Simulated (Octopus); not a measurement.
# CaF2 (Fluorite) under changes of volume

One of the cells (13.579 Å³/atom); the others are scaled copies at fixed shape and fractional positions:

```
CELL_PARAMETERS angstrom
0.00000 2.73100 2.73100
2.73100 0.00000 2.73100
2.73100 2.73100 0.00000
ATOMIC_POSITIONS crystal
Ca 0.00000 0.00000 0.00000
F 0.75000 0.75000 0.75000
F 0.25000 0.25000 0.25000
```

* Program: Octopus 16.4
* Functional: PBEsol
* Potentials or basis: pseudodojo_pbesol (PseudoDojo 0.4, PBEsol)
* Grid spacing: 0.129 Å
* k mesh: 8 × 8 × 8
* Occupations: fermi-dirac, width 0.05 eV
* Spin: no spin polarisation

```tsv
volume (Å³/atom)	energy over the lowest point (meV/atom)	gap on the mesh (eV)
12.764	3.15	7.51
13.036	0.58	7.38
13.308	0.00	7.26
13.579	2.04	7.14
13.851	5.81	7.03
14.122	11.72	6.92
14.394	?	?
```

What does the run at 14.394 Å³/atom give?

Energy over the lowest point 18.96 meV/atom; gap on the mesh 6.81 eV.

Worked out: A Birch-Murnaghan fit of order 3 (a polynomial in V^(-2/3)) to the other rows has its minimum at 13.22 Å³/atom with B0 = V·E''(V) = 64 GPa (rough, since the energies scatter). It gives 19.50 meV/atom at 14.394 Å³/atom, against the run's 18.96. A straight line through the other rows of the gap, of slope -5.82 eV per unit of ln V, extrapolates to 6.81 eV, against the run's 6.81.

Energies are extrapolated to zero smearing.

A mesh can miss the band edges.
